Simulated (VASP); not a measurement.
# GeH4 in VASP: a series of runs

One molecule, GeH4, is run at these levels: PBEsol, PBE+D3; tasks: single point.

Everything below comes from runs of VASP 6.6.1. Logs are shortened: lines on timing, memory, paths and dates and some standing lists are left out, and cuts for length are marked.

## 1. The molecule as given

The cell holds a molecule in a box, 5 atoms: a = 12.801 Å, b = 13.301 Å, c = 13.801 Å, α = 90.00°, β = 90.00°, γ = 90.00°.

## 2. Single point, PBEsol

The input, INCAR:

```
SYSTEM = GeH4
PREC = Accurate
ENCUT = 400
EDIFF = 1E-6
ISMEAR = 0
SIGMA = 0.01
LREAL = .FALSE.
LASPH = .TRUE.
NELM = 100
ALGO = Normal
ISIF = 2
LWAVE = .FALSE.
LCHARG = .FALSE.
GGA = PS
ISYM = 0
```

The input, KPOINTS:

```
Automatic mesh
0
G
  1 1 1
  0 0 0
```

The input, POSCAR:

```
GeH4                                    
1.0
   12.8008860920      0.0000000000      0.0000000000
    0.0000000000     13.3008860920      0.0000000000
    0.0000000000      0.0000000000     13.8008860920
  Ge              H             
     1     4
Selective dynamics
Direct
     0.4999998767999969    0.5037592014000012    0.4999998775999970   F   F   F
     0.4008613225107127    0.4665038006668069    0.4490196781054359   T   T   T
     0.4770747596644963    0.5202247082167010    0.6078869314809274   T   T   T
     0.5867890547983864    0.4251503065069521    0.4888724658132680   T   T   T
     0.5352745043855119    0.6031604252847809    0.4542203304839784   T   T   T
```

Potentials or basis: VASP PAW PBE potentials, release 64 (Ge_d, H).

Command:

```
$ cat potpaw_PBE.64/Ge_d/POTCAR potpaw_PBE.64/H/POTCAR > POTCAR
$ mpirun -np 4 vasp_gam > vasp.out
```

OUTCAR:

```text
SYSTEM = GeH4
   PREC = Accurate
   ENCUT = 400
   EDIFF = 1E-6
   ISMEAR = 0
   LREAL = .FALSE.
   LASPH = .TRUE.
   NELM = 100
   ISIF = 2
   GGA = PS
   ISYM = 0

 ion  position               nearest neighbor table
   1  0.500  0.504  0.500-   3 1.53   4 1.53   5 1.53   2 1.53
   2  0.401  0.467  0.449-   1 1.53
   3  0.477  0.520  0.608-   1 1.53
   4  0.587  0.425  0.489-   1 1.53
   5  0.535  0.603  0.454-   1 1.53

IMPORTANT INFORMATION: All symmetrisations will be switched off!
NOSYMM: (Re-)initialisation of all symmetry stuff for point group C_1.

----------------------------------------------------------------------------------------

                                     Primitive cell

  volume of cell :    2349.7820

  direct lattice vectors                    reciprocal lattice vectors
    12.800886092  0.000000000  0.000000000     0.078119592  0.000000000  0.000000000
     0.000000000 13.300886092  0.000000000     0.000000000  0.075182961  0.000000000
     0.000000000  0.000000000 13.800886092     0.000000000  0.000000000  0.072459116

  length of vectors
    12.800886092 13.300886092 13.800886092     0.078119592  0.075182961  0.072459116

  position of ions in fractional coordinates (direct lattice)
     0.499999877  0.503759201  0.499999878
     0.400861323  0.466503801  0.449019678
     0.477074760  0.520224708  0.607886931
     0.586789055  0.425150307  0.488872466
     0.535274504  0.603160425  0.454220330

  ion indices of the primitive-cell ions
   primitive index   ion index
                 1           1
                 2           2
                 3           3
                 4           4
                 5           5

----------------------------------------------------------------------------------------

 KPOINTS: Automatic mesh

Automatic generation of k-mesh.
 Grid dimensions read from file:
 generate k-points for:    1    1    1

 Generating k-lattice:

  Cartesian coordinates                     Fractional coordinates (reciprocal lattice)
     0.078119592  0.000000000  0.000000000     1.000000000  0.000000000  0.000000000
     0.000000000  0.075182961  0.000000000     0.000000000  1.000000000  0.000000000
     0.000000000  0.000000000  0.072459116     0.000000000  0.000000000  1.000000000

  Length of vectors
     0.078119592  0.075182961  0.072459116

  Shift w.r.t. Gamma in fractional coordinates (k-lattice)
     0.000000000  0.000000000  0.000000000

 Subroutine IBZKPT returns following result:
 ===========================================

 Found      1 irreducible k-points:

 Following reciprocal coordinates:
            Coordinates               Weight
  0.000000  0.000000  0.000000      1.000000
   k-points           NKPTS =      1   k-points in BZ     NKDIM =      1   number of bands    NBANDS=     16
   number of dos      NEDOS =    301   number of ions     NIONS =      5
   total plane-waves  NPLWV = 680400
   dimension x,y,z NGX =    84 NGY =   90 NGZ =   90
   dimension x,y,z NGXF=   168 NGYF=  180 NGZF=  180
   ions per type =               1   4
   NGX,Y,Z   is equivalent  to a cutoff of  10.91, 11.25, 10.84 a.u.
   NGXF,Y,Z  is equivalent  to a cutoff of  21.82, 22.50, 21.68 a.u.
 SYSTEM =  GeH4
   PREC   = accura    normal or accurate (medium, high low for compatibility)
   ISTART =      0    job   : 0-new  1-cont  2-samecut
   ICHARG =      2    charge: 1-file 2-atom 10-const
   ISPIN  =      1    spin polarized calculation?
   LNONCOLLINEAR =      F non collinear calculations
   LSORBIT =      F    spin-orbit coupling
   LASPH  =      T    aspherical Exc in radial PAW
   ENCUT  =  400.0 eV  29.40 Ry    5.42 a.u.  20.88 21.69 22.51*2*pi/ulx,y,z
   NELM   =    100;   NELMIN=  2; NELMDL= -5     # of ELM steps
   EDIFF  = 0.1E-05   stopping-criterion for ELM
   LREAL  =      F    real-space projection
   EDIFFG = 0.1E-04   stopping-criterion for IOM
   NSW    =      0    number of steps for IOM
   IBRION =     -1    ionic relax: 0-MD 1-quasi-New 2-CG
   NFREE  =      0    steps in history (QN), initial steepest desc. (CG)
   ISIF   =      2    stress and relaxation
   ISYM   =      0    0-nonsym 1-usesym 2-fastsym
   POTIM  = 0.5000    time-step for ionic-motion
   TEBEG  =    0.0;   TEEND  =   0.0 temperature during run
   PSTRESS=    0.0 pullay stress
   NELECT =      18.0000    total number of electrons
   NUPDOWN=      -1.0000    fix difference up-down
   EMIN   =  10.00;   EMAX   =-10.00  energy-range for DOS
   EFERMI =   0.00;   METHOD = LEGACY
   ISMEAR =     0;   SIGMA  =   0.01  broadening in eV -4-tet -1-fermi 0-gaus
   EFERMI_NEDOS =   21; number of points for ismear=-14 and -15
   IALGO  =     38    algorithm
   IMIX   =      4    mixing-type and parameters
     AMIX     =   0.40;   BMIX     =  1.00
     AMIX_MAG =   1.60;   BMIX_MAG =  1.00
  volume/ion in A,a.u.               =     469.96      3171.42
  Fermi-wavevector in a.u.,A,eV,Ry     =   0.322718  0.609849  1.417004  0.104147
  Thomas-Fermi vector in A             =   1.211338
   LORBIT       =      0    0 simple, 1 ext, 2 COOP (PROOUT), +10 PAW based schemes
   GGA     = PS    functional components
   LHFCALC =     F    Hartree Fock is set to
   AEXX    =    0.0000 exact exchange contribution
   IVDW    =     0    specifies the selected vdW correction
   LEPSILON=     F    determine dielectric tensor
   LRPA    =     F    only Hartree local field effects (RPA)
 non-spin polarized calculation
 Gauss-broadening in eV      SIGMA  =   0.01
  energy-cutoff  :      400.00
  volume of cell :     2349.78
 maximum number of plane-waves:     21330
 NGX is ok and might be reduce to    84
   NGX = 41   NGY = 43   NGZ = 45

 number of electron      18.0000000 magnetization

 Free energy of the ion-electron system (eV)
  ---------------------------------------------------
  ext. energy  EPLUGINS =         0.00000000
  ---------------------------------------------------
  free energy    TOTEN  =       -17.41199949 eV

  energy without entropy =      -17.41199949  energy(sigma->0) =      -17.41199949

 E-fermi :  -8.0890     XC(G=0):  -0.4504

 val. band max:       -8.1471416604   @ k =   0.0000   0.0000   0.0000
 cond. band min:      -0.6595211266   @ k =   0.0000   0.0000   0.0000
 fundamental gap:      7.4876205338
 Fermi energy:        -8.0890136892

 k-point     1 :       0.0000    0.0000    0.0000
  band No.  band energies     occupation
      1     -28.3967      2.00000
      2     -28.3967      2.00000
      3     -28.3967      2.00000
      4     -28.3191      2.00000
      5     -28.3191      2.00000
      6     -14.0442      2.00000
      7      -8.1472      2.00000
      8      -8.1472      2.00000
      9      -8.1471      2.00000
     10      -0.6595      0.00000
     11       0.2616      0.00000
     12       0.2882      0.00000
     13       0.3187      0.00000
     14       0.3319      0.00000
     15       0.6072      0.00000
     16       0.6593      0.00000

------------------------ aborting loop because EDIFF is reached ----------------------------------------

  FORCE on cell =-STRESS in cart. coord.  units (eV):
  Direction    XX          YY          ZZ          XY          YZ          ZX
  --------------------------------------------------------------------------------------
  -------------------------------------------------------------------------------------
  Total       -0.3716153     -0.3688993     -0.3685815     -0.0000808      0.0000638     -0.0001673
  in kB       -0.2533825     -0.2515306     -0.2513139     -0.0000551      0.0000435     -0.0001141
  external PRESSURE =      -0.2520757 kB  Pullay stress =       0.0000000 kB

 VOLUME and BASIS-vectors are now :
 -----------------------------------------------------------------------------
  energy-cutoff  :      400.00
  volume of cell :     2349.78
      direct lattice vectors                 reciprocal lattice vectors
    12.800886092  0.000000000  0.000000000     0.078119592  0.000000000  0.000000000
     0.000000000 13.300886092  0.000000000     0.000000000  0.075182961  0.000000000
     0.000000000  0.000000000 13.800886092     0.000000000  0.000000000  0.072459116

 POSITION                                       TOTAL-FORCE (eV/Angst)
 -----------------------------------------------------------------------------------
      6.40044      6.70044      6.90044        -0.000007     -0.000487     -0.000187
      5.13138      6.20491      6.19687         0.046302      0.018113      0.025564
      6.10698      6.91945      8.38938         0.010738     -0.007889     -0.053757
      7.51142      5.65488      6.74687        -0.040477      0.038176      0.005554
      6.85199      8.02257      6.26864        -0.016555     -0.047913      0.022826
 -----------------------------------------------------------------------------------
    total drift:                                0.000133     -0.000572     -0.000023

  FREE ENERGIE OF THE ION-ELECTRON SYSTEM (eV)
  ---------------------------------------------------
  free  energy   TOTEN  =       -17.4119994940 eV

  energy  without entropy=      -17.4119994940  energy(sigma->0) =      -17.41199949
```

Run time: 36 s. Hardware: 4 MPI ranks of Intel Xeon Platinum 8488C (Sapphire Rapids), shared host; peak memory 0.42 GiB.

What came out:

* Free energy: -17.4120 eV
* Largest force: 0.056 eV/Å
* Gap between the frontier levels: 7.49 eV

Forces in eV/Å, atoms in the order of the input:
```
Ge   0.000  0.000  0.000
H    0.046  0.018  0.026
H    0.011 -0.008 -0.054
H   -0.040  0.038  0.006
H   -0.017 -0.048  0.023
```

Caveat: the PAW data sets were made with another functional, which shifts forces and pressure a little.

## 3. Single point, PBE+D3

Changes to INCAR since step 2:

```diff
@@ -13,3 +13,4 @@
 LCHARG = .FALSE.
-GGA = PS
+GGA = PE
+IVDW = 11
 ISYM = 0
```

KPOINTS is that of step 2.

POSCAR is that of step 2.

Potentials or basis: VASP PAW PBE potentials, release 64 (Ge_d, H).

Command:

```
$ cat potpaw_PBE.64/Ge_d/POTCAR potpaw_PBE.64/H/POTCAR > POTCAR
$ mpirun -np 4 vasp_gam > vasp.out
```

Wall time 36 s (4 MPI ranks of Intel Xeon Platinum 8488C (Sapphire Rapids), shared host); peak memory 0.42 GiB.

Results (log left out):

```yaml
Free_energy: -17.5268 eV
Gap_between_the_frontier_levels: 7.49 eV
Dispersion_energy_per_atom: -0.003 eV
```

Forces on the atoms (eV/Å):
```
Ge   0.000 -0.001  0.000
H   -0.002 -0.001 -0.001
H    0.000  0.000  0.002
H    0.001 -0.001  0.000
H    0.000  0.002 -0.001
```

Levels at points of the mesh, in eV from the valence-band top:
```csv
k point,band 6,band 7,band 8,band 9,band 10,band 11,band 12,band 13
"(0.00, 0.00, 0.00)",-5.84,0.00,0.00,0.00,7.49,8.44,8.46,8.49
```

A hybrid or GW would open this gap; PBE tends to underestimate it.
